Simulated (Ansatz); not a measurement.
# Site preference of a vacancy of Si in amorphous Si (76 atoms), part 3 of 3

Aim: make a vacancy of Si at several sites of amorphous Si (76 atoms), relax each, and compare their energies.

Ansatz 0.2.0; Kohn-Sham DFT, PBEsol, PAW (set soft_2), plane waves.

The cell: 76 Si. The quench rate of 50 K/ps is many orders above laboratory rates. The starting topology of bonds comes from the classical model. Sampling is at Γ alone, for a cell whose shortest periodic width is 12 Å.

So far. Step 9 (Vacancy of Si, site Si27): The relaxation converged after 24 steps, 1.45 eV below its start, with a largest force component of 0.049 eV/Å.

**10. Vacancy of Si, site Si46**

The site has 4 bonded neighbours (Si4) at 2.42 Å on average. 

Contents of input.yaml:

```yaml
crystal:
  lattice:
    - [11.6597, 0.0, 0.0]
    - [0.0, 11.6597, 0.0]
    - [0.0, 0.0, 11.6597]
  atoms:
    [... atom lines 1 to 42 left out ...]
    - { symbol: Si, position: [0.33663, 0.53112, 0.30056] }
    - { symbol: Si, position: [0.0723, 0.74321, 0.95786] }
    - { symbol: Si, position: [0.10273, 0.32934, 0.2319] }
    - { symbol: Si, position: [0.8699, 0.23197, 0.72204] }
    - { symbol: Si, position: [0.42632, 0.72044, 0.07102] }
    - { symbol: Si, position: [0.06304, 0.96312, 0.73552] }
    - { symbol: Si, position: [0.7974, 0.60239, 0.24556] }
    [... atom lines 50 to 75 left out ...]
kpoints:
  mp_grid: { grid: [1, 1, 1] }
hamiltonian:
  xc: pbesol
scf:
  occupations: { method: gaussian, width: 0.025 }
output:
  forces: true
  eigenvalues: true
relax:
  f_tol: 0.05
  max_steps: 90
```

Started as:

```
$ ansatz run input.yaml --threads 4 --pin off --max-ram 8192MiB --backend cpu --events-out ev --progress --plain --runs-dir out
```

Numbers of over 12 decimals in the logs are rounded to 6 here.

The log of the run:

```text
[...]
Crystal: 75 atoms, lattice volume = 1585.120 Å³
Basis set: ecut = 420 eV, 31103 PW (Γ), exchange–correlation on 160×160×160 points (8 copies of the dense FFT grid, shifted against one another)
Bands: 225, of which v1, the nominal top of the filled ones, is band 150 counted from 1 (149 counted from 0)
Symmetry: 1 space group operations
[...]
k-points: 1
[...]
SCF iter   1: F=—  HF=-46591.439895 eV  |F-HF|=—  |Δ(HF+E_count)|=         —  Δρ=4.29e-3  dr2=9.05e-1  ethr=1.77e-3  ⟨swp⟩=6.0  Hψ=1044  notcnv=0  defer=33
[...]
SCF iter   5: F=—  HF=-46591.288412 eV  |F-HF|=—  |Δ(HF+E_count)|=   1.06e-4  Δρ=3.02e-5  dr2=4.63e-5  ethr=1.30e-7  ⟨swp⟩=2.0  Hψ=235  notcnv=0  defer=68
SCF iter   6: F=-46591.288428 eV  HF=-46591.288427 eV  |F-HF|=8.65e-7  |Δ(HF+E_count)|=   1.49e-5  Δρ=9.45e-6  dr2=3.67e-6  ethr=1.54e-8  ⟨swp⟩=14.0  Hψ=1268  notcnv=0
SCF 1 converged in 6 iterations: F = -46591.288428 eV  dr2 = 3.67e-6
[...]
relax step   1: F+E_penalty+E_count = -46591.28842790 eV  Δ(F+E_penalty+E_count) = +0.000e0 eV  max|allowed force component| = 8.012e-1 eV/Å  Δτ_max = 0.0000 Å  (6 SCF iters, dr2 threshold 6.25e-5 eV, accepted)
[...]
relax step   2: F+E_penalty+E_count = -46591.84885920 eV  Δ(F+E_penalty+E_count) = -5.604e-1 eV  max|allowed force component| = 6.150e-1 eV/Å  Δτ_max = 0.1968 Å  (5 SCF iters, dr2 threshold 4.01e-5 eV, accepted)
[...]
relax step   3: F+E_penalty+E_count = -46592.16049230 eV  Δ(F+E_penalty+E_count) = -3.116e-1 eV  max|allowed force component| = 5.978e-1 eV/Å  Δτ_max = 0.1951 Å  (6 SCF iters, dr2 threshold 2.36e-5 eV, accepted)
relax step   4: F+E_penalty+E_count = -46592.40954172 eV  Δ(F+E_penalty+E_count) = -2.490e-1 eV  max|allowed force component| = 4.183e-1 eV/Å  Δτ_max = 0.1957 Å  (5 SCF iters, dr2 threshold 1.00e-4 eV, accepted)
relax step   5: F+E_penalty+E_count = -46592.54565471 eV  Δ(F+E_penalty+E_count) = -1.361e-1 eV  max|allowed force component| = 3.436e-1 eV/Å  Δτ_max = 0.1996 Å  (6 SCF iters, dr2 threshold 8.56e-5 eV, accepted)
relax step   6: F+E_penalty+E_count = -46592.57777238 eV  Δ(F+E_penalty+E_count) = -3.212e-2 eV  max|allowed force component| = 6.539e-2 eV/Å  Δτ_max = 0.0790 Å  (5 SCF iters, dr2 threshold 5.78e-5 eV, accepted)
[...]
relax step   7: F+E_penalty+E_count = -46592.58668481 eV  Δ(F+E_penalty+E_count) = -8.912e-3 eV  max|allowed force component| = 4.556e-2 eV/Å  Δτ_max = 0.0215 Å  (7 SCF iters, accepted)
SCF converged after 7 iterations
Free energy (F): -46592.586685 eV
[...]
Internal energy: -46592.586685 eV  (E = F + TS)
E sigma→0 (E₀):  -46592.586685 eV
Fermi energy:    5.720466 eV
[...]
Σ components = -46592.586685   (vs F -46592.586685, Δ=0.00e0)
--- Forces (eV/Å), atoms counted from 1 ---
  atom   1  Si     0.00439391    -0.00453794    -0.00997471
  atom   2  Si     0.00474476    -0.01087924     0.00802817
  atom   3  Si    -0.00285748     0.00128405    -0.00738172
  atom   4  Si    -0.01342795     0.00675352    -0.01556935
[...]
atom  75  Si    -0.00394514     0.00092142    -0.00188510
  max |Σ_I F_I| component: 3.82e-5 eV/Å
--- Band table (eV) ---
[...]
--- Relaxed structure (7 steps of the walk, 7 accepted, 0 SCFs on fresh bases) ---
  F+E_penalty+E_count = -46592.58668481 eV   max|allowed force component| = 4.556e-2 eV/Å
  atoms:
    - { symbol: Si, position: [0.865752, 0.888125, 0.228394] }
    - { symbol: Si, position: [0.795324, 0.185408, 0.212895] }
    - { symbol: Si, position: [0.696639, 0.270966, 0.949267] }
    - { symbol: Si, position: [0.986304, 0.372137, 0.389349] }
[...]
- { symbol: Si, position: [0.327489, 0.803615, 0.812481] }
```

It took 51 s on 4 threads of Arm Neoverse V2, shared host; peak memory 1.4 GiB; 3.3 min of CPU time.

The relaxation converged after 7 steps, 1.30 eV below its start, with a largest force component of 0.046 eV/Å.

The surroundings of the place of the removed atom, after relaxation: 11 atoms, nearest first, with positions taken from that point. Atoms keep their numbers of the cell before the removal, where the removed atom was number 46.

| atom | x | y | z | distance (Å) | bonds |
| --- | --- | --- | --- | --- | --- |
| Si43 | 0.32 | 1.52 | 0.34 | 1.59 | 4 |
| Si45 | -2.19 | 0.04 | 0.11 | 2.19 | 2 |
| Si71 | 1.12 | 0.49 | -1.84 | 2.21 | 4 |
| Si69 | 0.80 | -1.51 | 2.39 | 2.94 | 4 |
| Si34 | 0.74 | 0.93 | 2.70 | 2.94 | 4 |
| Si12 | 0.04 | -2.98 | 0.57 | 3.03 | 4 |
| Si65 | -2.20 | -2.31 | -0.24 | 3.20 | 4 |
| Si52 | -1.44 | 3.14 | -0.07 | 3.46 | 4 |
| Si17 | 2.31 | 2.74 | -0.27 | 3.59 | 4 |
| Si54 | 2.30 | -1.49 | -2.50 | 3.71 | 4 |
| Si18 | -0.41 | 1.53 | -3.36 | 3.72 | 4 |

The column of bonds counts only the pairs Si-Si within 2.83 Å; other neighbours, such as metal atoms beside each other in a compound, aren't counted, and periodic images can show an atom twice.

The largest move is 0.80 Å, by Si43.

**11. The sites compared**

All these cells hold the same atoms, so their energies can be compared with no chemical potential.

| site | neighbours | mean distance (Å) | atoms within 6 Å | energy over the best site (eV) | before relaxation (eV) | gain on relaxing (eV) |
| --- | --- | --- | --- | --- | --- | --- |
| Si50 | Si4 | 2.38 | 42 | 0.00 | 0.00 | 1.95 |
| Si46 | Si4 | 2.42 | 39 | 0.79 | 0.14 | 1.30 |
| Si71 | Si4 | 2.39 | 44 | 0.97 | 1.46 | 2.44 |
| Si32 | Si4 | 2.39 | 46 | 1.25 | 1.31 | 2.00 |
| Si29 | Si5 | 2.55 | 39 | 1.66 | 0.70 | 0.99 |
| Si27 | Si4 | 2.37 | 44 | 2.20 | 1.71 | 1.45 |

Neighbours are those of the relaxed host within 2.93 Å (Si-Si); other pairs aren't counted.

**12. What came out**

The cheapest site is Si50 (4 neighbours, Si4); the dearest, Si27 (4 neighbours, Si4), costs 2.2 eV more. By coordination the energies over the best site are 0.00 to 2.20 eV with 4 neighbours and 1.66 eV with 5 neighbours. Relaxation gains 0.99 to 2.4 eV and leaves the best site the same.

Caveats: Defects are neutral and interact with their images. The defect cells ran without spin polarisation, so cut bonds can't carry moments. In a disordered cell the relaxation can also rearrange atoms far from the site. Only 6 of the 76 Si sites were tried; unless symmetry makes the others alike to these, a cheaper one may exist. The pressure of -2.8 GPa means that a free cell would contract at this level.

The DFT runs together took 11 min of wall time.

[Logs are printed without paths, hosts, clocks, repeated set-up lines and the standing remarks that a program may print on its own settings, such as how far it seeks lower states.]

[Hosts, paths, dates, database ids (printed as entryN), source tags and the programs' standing remarks are cut or masked in the printed files.]
